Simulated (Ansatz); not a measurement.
Runs of Ansatz 0.2.0 on Ag. It takes space group Fm-3m (No. 225, cubic). The conventional cell has a = 4.085 Å, b = 4.085 Å, c = 4.085 Å, α = 90.00°, β = 90.00°, γ = 90.00°. Around Ag (site symmetry m-3m) lie 12 Ag at 2.89 Å. 

```tsv
task	level	potentials or basis	cell	k mesh	cutoff (eV)	smearing	mesh quality	gap on the mesh (eV)	pressure (GPa)	relaxed volume (Å³/atom)
relaxation of cell and atoms	PBEsol+D3(BJ)	Ansatz PAW	relaxed	11 × 11 × 11	420	fermi-dirac 0.05 eV	not flagged	none	0.0	15.89
electron localisation function	revPBE+D3(BJ)+ATM	Ansatz PAW earlier set	as given	11 × 11 × 11	680	cold 0.1 eV	not flagged	none	(a)	-
single point	r2SCAN50	Ansatz PAW	as given	6 × 6 × 6	500	fermi-dirac 0.05 eV	coarse	none	-	-
single point	PBE	Ansatz PAW	as given	11 × 11 × 11	420	gaussian 0.02 eV	not flagged	none	4.3	-
relaxation of cell and atoms	PBE+D3(BJ)+ATM	Ansatz PAW	relaxed	11 × 11 × 11	420	fermi-dirac 0.05 eV	not flagged	none	0.0	17.03
```

Alike in all rows: no spin polarisation.

Task: Estimate the missing entries.

Result: (a) -2.4.

Caveats: some runs use coarse meshes; pairwise dispersion overbinds metals, which lowers pressure and volume (some runs); the PAW data sets come from PBE, with cores solved anew for the run's functional, which leaves a small shift of forces and pressure (some runs); the plane-wave basis is chosen anew once the cell has moved, so the energies of steps on either side of that aren't comparable (some runs); the potentials were made for another functional, which shifts forces and pressure (some runs).

A k mesh can miss the band edges, and the runs leave out spin-orbit coupling on Ag.

A gap of «none» marks a metal or a gap under the smearing width.

Not every run made on this cell is shown here.
